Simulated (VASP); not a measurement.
# Tm (Im-3m) in VASP: a series of runs

Runs on Tm. Level: PBE. Tasks: single point.

Everything below comes from runs of VASP 6.6.1. Logs are shortened: lines on timing, memory, paths and dates and some standing lists are left out, and cuts for length are marked.

### Step 1. Starting point

It takes space group Im-3m (No. 229, cubic). Conventional cell: a = 3.941 Å, b = 3.941 Å, c = 3.941 Å, α = 90.00°, β = 90.00°, γ = 90.00°. Tm (site symmetry m-3m) has 8 Tm at 3.41 Å as nearest neighbours.

This isn't the form of Tm at room conditions, which is hcp.

### Step 2. Single point, PBE, collinear spin, ferromagnetic start

Input file INCAR:

```
SYSTEM = Tm
PREC = Accurate ; ENCUT = 400
EDIFF = 1E-6 ; ISMEAR = -1
SIGMA = 0.1 ; LREAL = .FALSE.
LASPH = .TRUE. ; NELM = 100
ALGO = Normal ; ISIF = 2
LWAVE = .FALSE. ; LCHARG = .FALSE.
ISPIN = 2 ; MAGMOM = 2
LORBIT = 11 ; LMAXMIX = 6
GGA = PE ; NBANDS = 22
ADDGRID = .FALSE.
```

Input file KPOINTS:

```
regular mesh
0
G
  4 4 4
  0 0 0
```

Input file POSCAR:

```
Tm
1.0
   -1.8621100000      1.9916120000      1.9516370000
    1.9655340000     -2.0016460000      2.0650950000
    1.8577320000      1.9972680000     -1.9616710000
Tm
1
Direct
   -0.0415270000     -0.0161680000     -0.0347540000
```

Potentials or basis: VASP PAW PBE potentials, release 64 (Tm).

Launch:

```console
> cat potpaw_PBE.64/Tm/POTCAR > POTCAR
> mpirun -np 1 vasp_std > vasp.out
```

OUTCAR:

```text
SYSTEM = Tm
   PREC = Accurate
   ENCUT = 400
   EDIFF = 1E-6
   ISMEAR = -1
   LREAL = .FALSE.
   LASPH = .TRUE.
   NELM = 100
   ISIF = 2
   ISPIN = 2
   LORBIT = 11
   GGA = PE

 Found     36 irreducible k-points:

 Following reciprocal coordinates:
            Coordinates               Weight
  0.000000  0.000000  0.000000      1.000000
  0.250000  0.000000  0.000000      2.000000
  0.500000  0.000000  0.000000      1.000000
  0.000000  0.250000  0.000000      2.000000
  0.250000  0.250000  0.000000      2.000000
  0.500000  0.250000 -0.000000      2.000000
   k-points           NKPTS =     36   k-points in BZ     NKDIM =     36   number of bands    NBANDS=     22
   number of dos      NEDOS =    301   number of ions     NIONS =      1
   total plane-waves  NPLWV =  13824
   dimension x,y,z NGX =    24 NGY =   24 NGZ =   24
   dimension x,y,z NGXF=    48 NGYF=   48 NGZF=   48
   ions per type =               1
   NGX,Y,Z   is equivalent  to a cutoff of  11.90, 11.45, 11.88 a.u.
   NGXF,Y,Z  is equivalent  to a cutoff of  23.80, 22.91, 23.75 a.u.
 SYSTEM =  Tm
   PREC   = accura    normal or accurate (medium, high low for compatibility)
   ISTART =      0    job   : 0-new  1-cont  2-samecut
   ICHARG =      2    charge: 1-file 2-atom 10-const
   ISPIN  =      2    spin polarized calculation?
   LNONCOLLINEAR =      F non collinear calculations
   LSORBIT =      F    spin-orbit coupling
   LASPH  =      T    aspherical Exc in radial PAW
   ENCUT  =  400.0 eV  29.40 Ry    5.42 a.u.   5.47  5.68  5.48*2*pi/ulx,y,z
   NELM   =    100;   NELMIN=  2; NELMDL= -5     # of ELM steps
   EDIFF  = 0.1E-05   stopping-criterion for ELM
   LREAL  =      F    real-space projection
   EDIFFG = 0.1E-04   stopping-criterion for IOM
   NSW    =      0    number of steps for IOM
   IBRION =     -1    ionic relax: 0-MD 1-quasi-New 2-CG
   NFREE  =      0    steps in history (QN), initial steepest desc. (CG)
   ISIF   =      2    stress and relaxation
   ISYM   =      2    0-nonsym 1-usesym 2-fastsym
   POTIM  = 0.5000    time-step for ionic-motion
   TEBEG  =    0.0;   TEEND  =   0.0 temperature during run
   PSTRESS=    0.0 pullay stress
   NELECT =      23.0000    total number of electrons
   NUPDOWN=      -1.0000    fix difference up-down
   EMIN   =  10.00;   EMAX   =-10.00  energy-range for DOS
   EFERMI =   0.00;   METHOD = LEGACY
   ISMEAR =    -1;   SIGMA  =   0.10  broadening in eV -4-tet -1-fermi 0-gaus
   EFERMI_NEDOS =   21; number of points for ismear=-14 and -15
   IALGO  =     38    algorithm
   IMIX   =      4    mixing-type and parameters
     AMIX     =   0.40;   BMIX     =  1.00
     AMIX_MAG =   1.60;   BMIX_MAG =  1.00
  volume/ion in A,a.u.               =      30.61       206.55
  Fermi-wavevector in a.u.,A,eV,Ry     =   1.488367  2.812605 30.140106  2.215235
  Thomas-Fermi vector in A             =   2.601410
   LORBIT       =     11    0 simple, 1 ext, 2 COOP (PROOUT), +10 PAW based schemes
   GGA     = PE    functional components
   LHFCALC =     F    Hartree Fock is set to
   AEXX    =    0.0000 exact exchange contribution
   IVDW    =     0    specifies the selected vdW correction
   LEPSILON=     F    determine dielectric tensor
   LRPA    =     F    only Hartree local field effects (RPA)
 spin polarized calculation
  energy-cutoff  :      400.00
  volume of cell :       30.61
 maximum number of plane-waves:       569
 NGX is ok and might be reduce to    24

 number of electron      23.0000005 magnetization       1.1697487

 Free energy of the ion-electron system (eV)
  ---------------------------------------------------
  ext. energy  EPLUGINS =         0.00000000
  ---------------------------------------------------
  free energy    TOTEN  =        -4.11441738 eV

  energy without entropy =       -3.89409625  energy(sigma->0) =       -4.00425681

 E-fermi :   2.2640     XC(G=0): -10.2013

 val. band max:        2.2633337012   @ k =   0.5000   0.5000   0.0000
 cond. band min:       2.2641830625   @ k =   0.0000   0.0000   0.5000
 fundamental gap:      0.0008493612
 Fermi energy:         2.2640214252

 spin component 1

 k-point     1 :       0.0000    0.0000    0.0000
  band No.  band energies     occupation
      1     -48.2308      1.00000
      2     -21.1829      1.00000
      3     -21.1600      1.00000
      4     -21.1381      1.00000
      5      -3.0446      1.00000
      6       0.6470      1.00000
[... 14 lines left out ...]
     21      21.1255      0.00000
     22      21.5311      0.00000

 k-point     2 :       0.2500    0.0000    0.0000
  band No.  band energies     occupation
      1     -48.2087      1.00000
      2     -21.4830      1.00000
      3     -21.2551      1.00000
      4     -21.1542      1.00000
      5      -1.4492      1.00000
      6       0.6891      1.00000
[... 14 lines left out ...]
     21      17.8963      0.00000
     22      19.0843      0.00000

 k-point     3 :       0.5000    0.0000    0.0000
  band No.  band energies     occupation
      1     -48.1865      1.00000
      2     -21.7882      1.00000
      3     -21.3420      1.00000
      4     -21.1490      1.00000
      5       0.3774      1.00000
      6       0.7169      1.00000
[... 14 lines left out ...]
     21      18.4226      0.00000
     22      21.6998      0.00000

 k-point     4 :       0.0000    0.2500    0.0000
  band No.  band energies     occupation
      1     -48.2125      1.00000
      2     -21.4667      1.00000
      3     -21.2411      1.00000
      4     -21.1482      1.00000
      5      -1.4762      1.00000
      6       0.6696      1.00000
[... 14 lines left out ...]
     21      18.4878      0.00000
     22      18.7232      0.00000

 k-point     5 :       0.2500    0.2500    0.0000
  band No.  band energies     occupation
      1     -48.1903      1.00000
      2     -21.6283      1.00000
      3     -21.4258      1.00000
      4     -21.2011      1.00000
      5       0.6917      1.00000
      6       0.7355      1.00000
[... 14 lines left out ...]
     21      17.8293      0.00000
     22      20.1302      0.00000

 k-point     6 :       0.5000    0.2500   -0.0000
  band No.  band energies     occupation
      1     -48.1859      1.00000
      2     -21.7071      1.00000
      3     -21.3994      1.00000
      4     -21.1958      1.00000
      5       0.7206      1.00000
      6       0.7512      1.00000
[... 14 lines left out ...]
     21      17.5523      0.00000
     22      20.3982      0.00000

 [... further k-points ...]

 spin component 2

 k-point     1 :       0.0000    0.0000    0.0000
  band No.  band energies     occupation
      1     -47.6905      1.00000
      2     -20.8120      1.00000
      3     -20.7868      1.00000
      4     -20.7683      1.00000
      5      -3.1318      1.00000
      6       1.7936      0.99103
[... 14 lines left out ...]
     21      21.0690      0.00000
     22      21.5530      0.00000

 k-point     2 :       0.2500    0.0000    0.0000
  band No.  band energies     occupation
      1     -47.6673      1.00000
      2     -21.1260      1.00000
      3     -20.8916      1.00000
      4     -20.7809      1.00000
      5      -1.5266      1.00000
      6       1.7089      0.99613
[... 14 lines left out ...]
     21      17.8264      0.00000
     22      19.0482      0.00000

 k-point     3 :       0.5000    0.0000    0.0000
  band No.  band energies     occupation
      1     -47.6439      1.00000
      2     -21.4453      1.00000
      3     -20.9823      1.00000
      4     -20.7754      1.00000
      5       0.2925      1.00000
      6       1.6531      0.99778
[... 14 lines left out ...]
     21      18.3492      0.00000
     22      21.7019      0.00000

 k-point     4 :       0.0000    0.2500    0.0000
  band No.  band energies     occupation
      1     -47.6712      1.00000
      2     -21.1115      1.00000
      3     -20.8714      1.00000
      4     -20.7790      1.00000
      5      -1.5476      1.00000
      6       1.7126      0.99599
[... 14 lines left out ...]
     21      18.3940      0.00000
     22      18.7228      0.00000

 k-point     5 :       0.2500    0.2500    0.0000
  band No.  band energies     occupation
      1     -47.6479      1.00000
      2     -21.2786      1.00000
      3     -21.0693      1.00000
      4     -20.8320      1.00000
      5       0.6941      1.00000
      6       1.6678      0.99743
[... 14 lines left out ...]
     21      17.7918      0.00000
     22      20.0787      0.00000

 k-point     6 :       0.5000    0.2500   -0.0000
  band No.  band energies     occupation
      1     -47.6433      1.00000
      2     -21.3618      1.00000
      3     -21.0400      1.00000
      4     -20.8266      1.00000
      5       0.8332      1.00000
      6       1.6721      0.99732
[... 14 lines left out ...]
     21      17.5150      0.00000
     22      20.3581      0.00000

 [... further k-points ...]

------------------------ aborting loop because EDIFF is reached ----------------------------------------

  FORCE on cell =-STRESS in cart. coord.  units (eV):
  Direction    XX          YY          ZZ          XY          YZ          ZX
  --------------------------------------------------------------------------------------
  -------------------------------------------------------------------------------------
  Total        0.4038193      0.3692265      0.3318737      0.0045404      0.1075960     -0.3761618
  in kB       21.1385478     19.3277342     17.3724409      0.2376759      5.6322818    -19.6907701
  external PRESSURE =      19.2795743 kB  Pullay stress =       0.0000000 kB

 VOLUME and BASIS-vectors are now :
 -----------------------------------------------------------------------------
  energy-cutoff  :      400.00
  volume of cell :       30.61
      direct lattice vectors                 reciprocal lattice vectors
    -1.862110000  1.991612000  1.951637000    -0.006468339  0.251318090  0.249752960
     1.965534000 -2.001646000  2.065095000     0.255000420  0.000889619  0.242395002
     1.857732000  1.997268000 -1.961671000     0.262009400  0.250969113 -0.006119362

 POSITION                                       TOTAL-FORCE (eV/Angst)
 -----------------------------------------------------------------------------------
      1.94214      1.86748      2.00880         0.000000      0.000000      0.000000
 -----------------------------------------------------------------------------------
    total drift:                                0.000029      0.000033     -0.000001

  FREE ENERGIE OF THE ION-ELECTRON SYSTEM (eV)
  ---------------------------------------------------
  free  energy   TOTEN  =        -4.1144173750 eV

  energy  without entropy=       -3.8940962455  energy(sigma->0) =       -4.00425681

 total charge

# of ion       s       p       d       f       tot
--------------------------------------------------
    1        2.219   5.946   0.388  12.509  21.062

 magnetization (x)

# of ion       s       p       d       f       tot
--------------------------------------------------
    1        0.004  -0.028  -0.029   1.287   1.233
```

Wall time 56 s (1 thread of AMD EPYC 9R45 (Zen 5), shared host); peak memory 0.14 GiB.

These settings aren't checked as converged: the numbers below hold their error.

What came out:

| Property | Result |
| --- | --- |
| Free energy | -4.1144 eV |
| Pressure | 1.9 GPa |
| Band gap on the k mesh | none (metal or under the smearing width) |
| Net moment | 1.17 μB per cell |
| Site moments | Tm +1.23 μB |
| Valence electrons inside the program's atomic spheres | Tm 21.06 |

Caveat: the k mesh is coarse (spacing up to 0.57 Å⁻¹), so the values aren't converged; the cutoff is under 1.25 times the usual one of these potentials, so pressure, stress and relaxed cells hold a basis-set (Pulay) error; the magnetic or orbital state may not be the lowest; spin-orbit coupling is left out, which moves the levels of the heavy elements.

### Step 3. Single point, PBE, collinear spin, ferromagnetic start

This run uses another cell than the first one, of the same volume but with other edges.

INCAR, as its differences from that of step 2:

```diff
@@ -1,3 +1,3 @@
 SYSTEM = Tm
-PREC = Accurate ; ENCUT = 400
+PREC = Accurate ; ENCUT = 500
 EDIFF = 1E-6 ; ISMEAR = -1
```

KPOINTS is that of step 2.

Input file POSCAR:

```
Tm
1.0
   -1.9705499473      1.9705499473      1.9705499473
    1.9705499473     -1.9705499473      1.9705499473
    1.9705499473      1.9705499473     -1.9705499473
Tm
1
Direct
    0.0000000000      0.0000000000      0.0000000000
```

Potentials or basis: VASP PAW PBE potentials, release 64 (Tm).

Launch:

```console
> cat potpaw_PBE.64/Tm/POTCAR > POTCAR
> mpirun -np 1 vasp_std > vasp.out
```

Wall time 21 s (1 thread of AMD EPYC 9R45 (Zen 5), shared host); peak memory 0.15 GiB.

These settings aren't checked as converged: the numbers below hold their error.

What came out:

| Item | Value |
| --- | --- |
| Free energy | -4.1437 eV |
| Pressure | 3.6 GPa |
| Band gap on the k mesh | none (metal or under the smearing width) |
| Net moment | 1.18 μB per cell |
| Site moments | Tm +1.24 μB |
| Valence electrons inside the program's atomic spheres | Tm 21.06 |

Caveat: the k mesh is coarse (spacing up to 0.56 Å⁻¹), so the values aren't converged; the magnetic or orbital state may not be the lowest; spin-orbit coupling is left out, which moves the levels of the heavy elements.

(Continued in part 2 of 2.)
